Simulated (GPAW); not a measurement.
# Work function of B/Cu(100) at several levels, part 2 of 2

How far do functional and basis move the work function of B/Cu(100)?

GPAW 26.7.0; GPAW, PAW setups; slab in vacuum, relaxation (the session's first sound run).

So far, upper work function (eV): step 2 (relaxing the atoms, PBE, GPAW) 5.73; step 3 (the slab's potential, PBE, GPAW) 5.73; step 4 (OptPBE vdW: xc = "optPBE-vdW", GPAW, PAW setups, GPAW) 5.86; step 5 (self-consistent run: xc = "LDA") 5.92; step 6 (self-consistent run: xc = "vdW-DF2", GPAW, PAW setups, GPAW) 6.01.

### Step 7. Self-consistent run: xc = "revPBE"

The same geometry under revPBE, to see how far the functional moves the levels against the vacuum.

run.py

```python
import json
import numpy as np
from ase import Atoms
from gpaw import GPAW, PW

slab = Atoms(
    ['Cu', 'Cu', 'Cu', 'Cu', 'B'],
    positions=[
        [1.27633, 1.27633, 8.00000],
        [0.00000, 0.00000, 9.80500],
        [1.27633, 1.27633, 11.64250],
        [0.00000, -0.00000, 13.51181],
        [0.00000, 0.00000, 15.49044]],
    cell=[[2.55266, 0.0, 0.0], [0.0, 2.55266, 0.0], [0.0, 0.0, 23.575]],
    pbc=[True, True, False])

slab.calc = GPAW(mode=PW(500), xc='revPBE', kpts={'size': (12, 12, 1), 'gamma': True},
                 occupations={'name': 'fermi-dirac', 'width': 0.1}, nbands='200%',
                 convergence={'density': 1e-05}, maxiter=200,
                 poissonsolver={'dipolelayer': 'xy'},
                 symmetry={'tolerance': 1e-3}, txt='slab.txt')
result = {}
energy = slab.get_potential_energy()
fermi = slab.calc.get_fermi_level()
v = slab.calc.get_electrostatic_potential().mean((0, 1)) - fermi
n = slab.calc.get_pseudo_density().mean((0, 1))
L = slab.cell[2, 2]
z = np.arange(len(v)) * L / len(v)
low, high = slab.positions[:, 2].min(), slab.positions[:, 2].max()
below, above = np.interp([low - 5.8, high + 5.8], z, v)
slopes = [np.interp(x, z, np.gradient(v, z)) for x in (low - 5.8, high + 5.8)]
eps = np.array([[slab.calc.get_eigenvalues(k, s) for k in range(len(slab.calc.get_ibz_k_points()))]
                for s in range(slab.calc.get_number_of_spins())]) - fermi
top, bottom = eps[eps < 0].max(), eps[eps > 0].min()
dipole = slab.get_dipole_moment()[2]
print(f'energy {energy:.4f} eV, Fermi level {fermi:.4f} eV, dipole {dipole:.5f} e A')
print(f'potential 5.8 A off the faces, from the Fermi level: lower {below:.4f} eV, upper {above:.4f} eV')
print(f'slope of the potential there: lower {slopes[0]:.5f}, upper {slopes[1]:.5f} eV/A')
print(f'nearest levels on the mesh: {top:.4f} and {bottom:.4f} eV')
print('magnetic moment', round(slab.get_magnetic_moment(), 3))
result.update(energy=energy, fermi=fermi, dipole=dipole, below=below, above=above, slopes=slopes, edges=[top, bottom],
              z=z.tolist(), v=v.tolist(), n=n.tolist(), positions=slab.positions.tolist(),
              forces=slab.get_forces(apply_constraint=False).tolist(), moments=slab.get_magnetic_moments().tolist())
json.dump(result, open('result.json', 'w'))
```

The run is started by

```sh
OMP_NUM_THREADS=1 OPENBLAS_NUM_THREADS=1 python run.py
```

The log of the run:

```text
energy -15.6268 eV, Fermi level -0.1925 eV, dipole -0.04466 e A
potential 5.8 A off the faces, from the Fermi level: lower 4.3947 eV, upper 5.6340 eV
slope of the potential there: lower -0.00005, upper -0.00008 eV/A
nearest levels on the mesh: -0.0168 and 0.0875 eV
magnetic moment 0.0
```

Elapsed: 2.8 min, on 1 thread of Arm Neoverse V2, shared host; peak memory 0.27 GiB.

Numbers from this step:

```
dipole along the normal                    : -0.04466 e·Å
levels nearest the Fermi level on the mesh : -0.01682, 0.08753 eV from the Fermi level
upper work function                        : 5.634 eV
lower work function                        : 4.395 eV
```

The electrostatic potential energy of an electron (without an applied field's), less the Fermi level, planar mean oscillates, so the rows of the table below give means over windows of 1.89 Å about each position, cut where the curve ends. Its maxima inside the range that stand out by 2 % of the span (Å: eV): 8.9: -1.70, 10.8: -1.50, 12.5: -1.40, 14.6: 1.14, 20.6: 5.63. Its minima: 8.0: -15.9, 9.8: -16.2, 11.6: -16.0, 13.5: -16.3, 15.5: -12.2.

Table of electrostatic potential energy of an electron (without an applied field's), less the Fermi level, planar mean by z; means over each step:

z (Å), electrostatic potential energy of an electron (without an applied field's), less the Fermi level, planar mean (eV) and a bar from the least value:
```
     0.94        4.5 ###########################
     2.83        4.4 ###########################
     4.73        4.4 ###########################
     6.62        2.0 ######################
     8.51       -8.1 
    10.40       -8.1 
    12.29       -7.9 
    14.18       -6.0 #####
    16.07       -2.2 #############
    17.96        5.6 ##############################
    19.85        5.6 ##############################
    21.74        5.6 ##############################
```

The upper face's work function is 5.634 eV, against 5.725 eV in the first plane-wave PBE run at this geometry.

### Step 8. Self-consistent run: xc = "RPBE"

The same geometry under RPBE, to see how far the functional moves the levels against the vacuum.

Edit run.py of step 7 so:

```diff
@@ -16,3 +16,3 @@
 
-slab.calc = GPAW(mode=PW(500), xc='revPBE', kpts={'size': (12, 12, 1), 'gamma': True},
+slab.calc = GPAW(mode=PW(500), xc='RPBE', kpts={'size': (12, 12, 1), 'gamma': True},
                  occupations={'name': 'fermi-dirac', 'width': 0.1}, nbands='200%',
```

The log of the run:

```text
energy -15.2456 eV, Fermi level -0.1685 eV, dipole -0.04544 e A
potential 5.8 A off the faces, from the Fermi level: lower 4.3699 eV, upper 5.6308 eV
slope of the potential there: lower -0.00006, upper -0.00006 eV/A
nearest levels on the mesh: -0.0174 and 0.0888 eV
magnetic moment 0.0
```

It took 2.7 min on 1 thread; peak memory 0.27 GiB.

Numbers from this step:

| Item | Value |
| --- | --- |
| dipole along the normal | -0.04544 e·Å |
| levels nearest the Fermi level on the mesh | -0.01740, 0.08876 eV from the Fermi level |
| upper work function | 5.631 eV |
| lower work function | 4.370 eV |

The electrostatic potential energy of an electron (without an applied field's), less the Fermi level, planar mean oscillates, so the rows of the table below give means over windows of 1.89 Å about each position, cut where the curve ends. Its maxima inside the range that stand out by 2 % of the span (Å: eV): 8.9: -1.75, 10.8: -1.55, 12.5: -1.44, 14.6: 1.11, 20.9: 5.63. Its minima: 8.0: -16.0, 9.8: -16.3, 11.6: -16.1, 13.5: -16.3, 15.5: -12.2.

The electrostatic potential energy of an electron (without an applied field's), less the Fermi level, planar mean by z; means over each step:

| z (Å) | electrostatic potential energy of an electron (without an applied field's), less the Fermi level, planar mean (eV) |
| --- | --- |
| 0.94 | 4.43 |
| 2.83 | 4.37 |
| 4.73 | 4.35 |
| 6.62 | 1.92 |
| 8.51 | -8.10 |
| 10.40 | -8.12 |
| 12.29 | -7.98 |
| 14.18 | -5.99 |
| 16.07 | -2.19 |
| 17.96 | 5.54 |
| 19.85 | 5.63 |
| 21.74 | 5.63 |

The upper face's work function is 5.631 eV, against 5.725 eV in the first plane-wave PBE run at this geometry.

### Step 9. Real-space grid: mode = "fd"

A real-space grid is a second complete basis, so it checks the plane-wave result.

Edit run.py of step 8 so:

```diff
@@ -3,3 +3,3 @@
 from ase import Atoms
-from gpaw import GPAW, PW
+from gpaw import GPAW
 
@@ -16,3 +16,3 @@
 
-slab.calc = GPAW(mode=PW(500), xc='RPBE', kpts={'size': (12, 12, 1), 'gamma': True},
+slab.calc = GPAW(mode='fd', h=0.18, xc='PBE', kpts={'size': (12, 12, 1), 'gamma': True},
                  occupations={'name': 'fermi-dirac', 'width': 0.1}, nbands='200%',
```

The log of the run:

```text
energy -17.6954 eV, Fermi level -5.1344 eV, dipole -0.04247 e A
potential 5.8 A off the faces, from the Fermi level: lower 4.5447 eV, upper 5.7241 eV
slope of the potential there: lower -0.00004, upper 0.00001 eV/A
nearest levels on the mesh: -0.0124 and 0.0882 eV
magnetic moment 0.0
```

Wall time 11 min (1 thread); peak memory 1.2 GiB.

This step gave:

- dipole along the normal: -0.04247 e·Å
- levels nearest the Fermi level on the mesh: -0.01240, 0.08820 eV from the Fermi level
- upper work function: 5.724 eV
- lower work function: 4.545 eV

Electrostatic potential energy of an electron (without an applied field's), less the Fermi level, planar mean against z:

z (Å), electrostatic potential energy of an electron (without an applied field's), less the Fermi level, planar mean (eV) and a bar from the least value:
```
      0.0        5.1 #############################
      0.5        4.5 ############################
      1.0        4.5 ############################
      1.5        4.5 ############################
      2.0        4.5 ############################
      2.5        4.5 ############################
      3.0        4.5 ############################
      3.5        4.5 ############################
      4.0        4.5 ############################
      4.5        4.5 ############################
      5.0        4.5 ############################
      5.5        4.5 ############################
      6.0        4.3 ############################
      6.5        3.8 ###########################
      7.0        1.7 #########################
      7.5       -5.6 ##############
      8.0      -15.7 #
      8.5       -6.0 ##############
      9.0       -1.9 ####################
      9.5      -11.1 #######
     10.0      -13.8 ###
     10.5       -2.7 ##################
     11.0       -3.4 #################
     11.5      -14.7 ##
     12.0       -9.7 #########
     12.5       -1.4 ####################
     13.0       -6.0 ##############
     13.5      -16.1 
     14.0       -6.0 ##############
     14.5        1.1 ########################
     15.0       -2.3 ###################
     15.5      -12.0 ######
     16.0       -1.7 ####################
     16.5        3.8 ###########################
     17.0        5.2 #############################
     17.5        5.6 ##############################
     18.0        5.7 ##############################
     18.5        5.7 ##############################
     19.0        5.7 ##############################
     19.5        5.7 ##############################
     20.0        5.7 ##############################
     20.5        5.7 ##############################
     21.0        5.7 ##############################
     21.5        5.7 ##############################
     22.0        5.7 ##############################
     22.5        5.7 ##############################
     23.0        5.7 ##############################
```

The upper face's work function is 5.724 eV, against 5.725 eV in the first plane-wave PBE run at this geometry.

### Step 10. Atomic orbitals: mode = "lcao"

Atom-centred orbitals end a few angstrom from the surface, which tests how much the density's tail matters.

Edit run.py of step 9 so:

```diff
@@ -16,4 +16,4 @@
 
-slab.calc = GPAW(mode='fd', h=0.18, xc='PBE', kpts={'size': (12, 12, 1), 'gamma': True},
-                 occupations={'name': 'fermi-dirac', 'width': 0.1}, nbands='200%',
+slab.calc = GPAW(mode='lcao', basis='dzp', h=0.18, xc='PBE', kpts={'size': (12, 12, 1), 'gamma': True},
+                 occupations={'name': 'fermi-dirac', 'width': 0.1}, nbands='120%',
                  convergence={'density': 1e-05}, maxiter=200,
```

The log of the run:

```text
energy -16.3992 eV, Fermi level -4.9542 eV, dipole -0.05301 e A
potential 5.8 A off the faces, from the Fermi level: lower 4.2182 eV, upper 5.6902 eV
slope of the potential there: lower 0.00000, upper 0.00000 eV/A
nearest levels on the mesh: -0.0564 and 0.0505 eV
magnetic moment 0.0
```

The job ended after 4.3 min (1 thread; peak memory 0.31 GiB).

This step gave:

* dipole along the normal: -0.05301 e·Å
* levels nearest the Fermi level on the mesh: -0.05644, 0.05054 eV from the Fermi level
* upper work function: 5.690 eV
* lower work function: 4.218 eV

Electrostatic potential energy of an electron (without an applied field's), less the Fermi level, planar mean against z:

```csv
z (Å),"electrostatic potential energy of an electron (without an applied field's), less the Fermi level, planar mean (eV)"
0.0,4.95
0.5,4.22
1.0,4.22
1.5,4.22
2.0,4.22
2.5,4.22
3.0,4.22
3.5,4.22
4.0,4.22
4.5,4.22
5.0,4.22
5.5,4.19
6.0,4.04
6.5,3.50
7.0,1.52
7.5,-5.74
8.0,-15.9
8.5,-6.16
9.0,-2.07
9.5,-11.3
10.0,-13.9
10.5,-2.88
11.0,-3.53
11.5,-14.8
12.0,-9.76
12.5,-1.50
13.0,-6.08
13.5,-16.1
14.0,-6.01
14.5,0.980
15.0,-2.39
15.5,-12.0
16.0,-1.69
16.5,3.80
17.0,5.30
17.5,5.63
18.0,5.68
18.5,5.69
19.0,5.69
19.5,5.69
20.0,5.69
20.5,5.69
21.0,5.69
21.5,5.69
22.0,5.69
22.5,5.69
23.0,5.69
```

The upper face's work function is 5.690 eV, against 5.725 eV in the first plane-wave PBE run at this geometry.

### Step 11. Cost and result by level

Times are for 1 thread of Arm Neoverse V2, shared host. The runs compared:

| no. | run | upper work function (eV) | lower work function (eV) | time | memory (GiB) |
| --- | --- | --- | --- | --- | --- |
| 1 | pw | 5.725 | 4.548 | 2.8 min | 0.27 |
| 2 | optPBE vdW | 5.864 | 4.702 | 2.9 min | 0.4 |
| 3 | LDA | 5.922 | 4.907 | 2.7 min | 0.27 |
| 4 | vdW DF2 | 6.006 | 4.916 | 5.5 min | 0.4 |
| 5 | revPBE | 5.634 | 4.395 | 2.8 min | 0.27 |
| 6 | RPBE | 5.631 | 4.370 | 2.7 min | 0.27 |
| 7 | fd | 5.724 | 4.545 | 11 min | 1.2 |
| 8 | lcao | 5.690 | 4.218 | 4.3 min | 0.31 |

### Step 12. Side by side

Results and costs are gathered.

This step: comparison of work functions, dipole and cost (GPAW 26.7.0).

Ladder, by row:

| step | code | work function, upper (eV) | work function, lower (eV) | dipole (e Å) | wall time (s) | peak memory (GiB) | threads |
| --- | --- | --- | --- | --- | --- | --- | --- |
| pw | GPAW | 5.725 | 4.548 | -0.04243 | 169.4 | 0.27 | 1 |
| optPBE-vdW | GPAW | 5.864 | 4.702 | -0.04186 | 175 | 0.4 | 1 |
| LDA | GPAW | 5.922 | 4.907 | -0.03658 | 164.1 | 0.27 | 1 |
| vdW-DF2 | GPAW | 6.006 | 4.915 | -0.0393 | 328.9 | 0.4 | 1 |
| revPBE | GPAW | 5.634 | 4.395 | -0.04466 | 166.2 | 0.27 | 1 |
| RPBE | GPAW | 5.631 | 4.37 | -0.04544 | 163.6 | 0.27 | 1 |
| fd | GPAW | 5.724 | 4.545 | -0.04247 | 678.5 | 1.16 | 1 |
| lcao | GPAW | 5.69 | 4.218 | -0.05301 | 255.2 | 0.31 | 1 |

### Step 13. A changed run

One more run, with changed settings.

This step: GPAW, PAW setups; slab in vacuum (GPAW 26.7.0).

Edit run.py of step 10 so:

```diff
@@ -16,5 +16,5 @@
 
-slab.calc = GPAW(mode='lcao', basis='dzp', h=0.18, xc='PBE', kpts={'size': (12, 12, 1), 'gamma': True},
-                 occupations={'name': 'fermi-dirac', 'width': 0.1}, nbands='120%',
-                 convergence={'density': 1e-05}, maxiter=200,
+slab.calc = GPAW(mode='fd', h=0.4, xc='PBE', kpts={'size': (12, 12, 1), 'gamma': True},
+                 occupations={'name': 'fermi-dirac', 'width': 0.1}, nbands='200%',
+                 convergence={'density': 1e-05}, maxiter=50,
                  poissonsolver={'dipolelayer': 'xy'},
```

The log of the run:

```text
energy -23.8216 eV, Fermi level -4.8576 eV, dipole -0.03318 e A
potential 5.8 A off the faces, from the Fermi level: lower 4.3984 eV, upper 5.3168 eV
slope of the potential there: lower -0.00003, upper 0.00001 eV/A
nearest levels on the mesh: -0.0171 and 0.0127 eV
magnetic moment 0.0
```

Run time: 89 s. Hardware: 1 thread; peak memory 0.23 GiB.

The run finished. A setting was moved off its sound value on purpose, so it serves as a test and not as the result.

The fault put into the input: a grid far too coarse (mode = "fd" and h = 0.4).

The two runs compared:

```
                     quantity   this run  sound run  difference
dipole along the normal (e·Å)  -0.033181  -0.042431     0.00925
     upper work function (eV)     5.3168     5.7251      -0.408
     lower work function (eV)     4.3984     4.5476      -0.149
```

One result that differs is the dipole along the normal, -0.0332 e·Å against -0.0424 e·Å.

### Step 14. Summary of results

```yaml
work_function_upper_and_lower_face: 5.725 and 4.548 eV
dipole_along_the_normal: -0.0424 e Å
```

With plane waves and PBE the work function is 5.73 eV on the upper face and 4.55 eV on the lower. The two faces differ by 1.2 eV, the step that the slab's dipole makes (e p/(ε0 A) gives 1.2 eV), so the dipole layer is needed. Over the sound runs of the table the upper face's work function spans 5.631 (RPBE) to 6.006 eV (vdW-DF2). The cell of 6.52 Å² holds one B, started on one chosen site; other sites and coverages weren't tried. The in-plane lattice was kept as typed, which isn't the functional's own and leaves some strain; spin-orbit coupling and temperature are left out.

[Logs are printed without paths, hosts, clocks, repeated set-up lines and the standing remarks that a program may print on its own settings, such as how far it seeks lower states.]

[Hosts, paths, dates, database ids (printed as entryN), source tags and the programs' standing remarks are cut or masked in the printed files.]
